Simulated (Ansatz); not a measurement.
GaAs in Ansatz: the effect of strain

GaAs:

```xyz
2
Lattice="0.0000 2.8268 2.8268 2.7703 0.0000 2.8268 2.7703 2.8268 0.0000" Properties=species:S:1:pos:R:3 pbc="T T T"
As    4.1555    4.2403    4.2403
Ga    0.0000    0.0000    0.0000
```

The cell isn't the ideal one: strained by -2 %.

Alike in all runs:

* Program: Ansatz 0.2.0
* Task: single point
* Functional: PBE
* Potentials or basis: Ansatz PAW
* Cutoff: 420 eV (not typed: the program's choice for these potentials)
* k mesh: 8 × 8 × 8
* Occupations: fermi-dirac, width 0.05 eV
* Spin: no spin polarisation

| strain | gap on the mesh (eV) | pressure (GPa) |
| --- | --- | --- |
| -0.02 | ? | ? |
| -0.01 | 0.55 | 4.0 |
| 0.01 | 0.42 | 2.5 |

What does the run with strain -0.02 give?

gap on the mesh 0.59 eV; pressure 4.9 GPa.

A k mesh can miss the band edges.
